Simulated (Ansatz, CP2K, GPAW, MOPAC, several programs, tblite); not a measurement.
## What each method gives for MoTe₂ (3R-MoS2 type)

MoTe₂ built on the 3R-MoS2 prototype, relaxed with r2SCAN+rVV10 in Ansatz, was computed with several methods. It is trigonal, R3m (No. 160); a = 3.547 Å, c = 21.312 Å in the conventional setting, 25.80 Å³ an atom. Around Mo lie 6 Te at 2.72 Å; around Te lie 3 Mo at 2.72 Å. Spin-unpolarised throughout. Whether this structure exists isn't addressed.

```
Mo Te
1.0
     1.77341    1.02388    7.10414
    -1.77341    1.02388    7.10414
     0.00000   -2.04776    7.10414
Mo Te
1 2
Direct
  0.99996 0.99996 0.99996
  0.41742 0.41742 0.41742
  0.24928 0.24928 0.24928
```

Gaps and times are for a single point on this cell; volume and bulk modulus come from each method's own relaxation or energy curve at fixed shape, which is too stiff where a cell has free coordinates or axes. Times are rough, from shared hosts (Arm Neoverse N1), and each method has its own mesh and cell size. A double dagger marks a value from a curve with shape and coordinates held. PM7 (MOPAC) and PM6 (MOPAC): levels, charges or heat of formation failed a check of plausibility, so no values are given. PM6 (MOPAC), PM7 (MOPAC), GFN1-xTB (tblite), GFN2-xTB (tblite) treat a cluster of cells at its zone centre, which samples few k points: where these miss a band edge, the gap comes out too large for that reason alone. Gaps from k meshes are read at a limited set of points (mesh, symmetry points, PBE's band edges), so each method's own least gap may be somewhat smaller. xTB and the PM methods were fitted mostly to molecules, and can miss a solid's gap by electronvolts. Minimal bases can be far off for gaps. Curves at held shape can't give the bulk modulus of a layered or molecular crystal, so none is listed. d marks a direct gap, i an indirect one (no mark: not told apart), a dash a value that wasn't computed or didn't pass its checks.

```json
{"method": "light PBE (260 eV and a coarse mesh)", "kind": "light plane-wave", "gap (eV)": "0.80 i", "own volume (Å³/atom)": "–", "bulk modulus (GPa)": "–", "atoms computed": "3", "processor time": "3.7 s"}
{"method": "GFN1-xTB (tblite)", "kind": "tight binding", "gap (eV)": "0.77", "own volume (Å³/atom)": "24.92‡", "bulk modulus (GPa)": "–", "atoms computed": "81", "processor time": "11 s"}
{"method": "GFN2-xTB (tblite)", "kind": "tight binding", "gap (eV)": "0.65", "own volume (Å³/atom)": "24.83‡", "bulk modulus (GPa)": "–", "atoms computed": "81", "processor time": "21 s"}
{"method": "PM7 (MOPAC)", "kind": "semi-empirical", "gap (eV)": "–", "own volume (Å³/atom)": "–", "bulk modulus (GPa)": "–", "atoms computed": "81", "processor time": "21 s"}
{"method": "PBE", "kind": "semilocal", "gap (eV)": "0.81 i", "own volume (Å³/atom)": "–", "bulk modulus (GPa)": "–", "atoms computed": "3", "processor time": "29 s"}
{"method": "PBE/single zeta (GPAW)", "kind": "small basis", "gap (eV)": "0.93 i", "own volume (Å³/atom)": "–", "bulk modulus (GPa)": "–", "atoms computed": "3", "processor time": "60 s"}
{"method": "r2SCAN", "kind": "semilocal", "gap (eV)": "0.92 i", "own volume (Å³/atom)": "–", "bulk modulus (GPa)": "–", "atoms computed": "3", "processor time": "64 s"}
{"method": "PM6 (MOPAC)", "kind": "semi-empirical", "gap (eV)": "–", "own volume (Å³/atom)": "–", "bulk modulus (GPa)": "–", "atoms computed": "81", "processor time": "67 s"}
{"method": "PBE/SZV (CP2K)", "kind": "small basis", "gap (eV)": "0.49 i", "own volume (Å³/atom)": "–", "bulk modulus (GPa)": "–", "atoms computed": "3", "processor time": "72 s"}
{"method": "PBE/DZVP (CP2K)", "kind": "small basis", "gap (eV)": "0.80 i", "own volume (Å³/atom)": "26.85‡", "bulk modulus (GPa)": "–", "atoms computed": "3", "processor time": "3.3 min"}
```

Against r2SCAN (0.92 eV) and with closed or daggered gaps left aside, the nearest gap at the points sampled is that of PBE/single zeta (GPAW) (+0.01 eV) and the farthest that of PBE/SZV (CP2K) (-0.43 eV). r2SCAN is only a yardstick of convenience: semilocal gaps usually lie below measured ones, which GLLB-SC and hybrids aim to mend.

Runs without a result: GLLB-SC (GPAW) (single point, out of time).

No spin-orbit coupling is included; it can move band edges with weight on the heavy atoms by tenths of an eV.
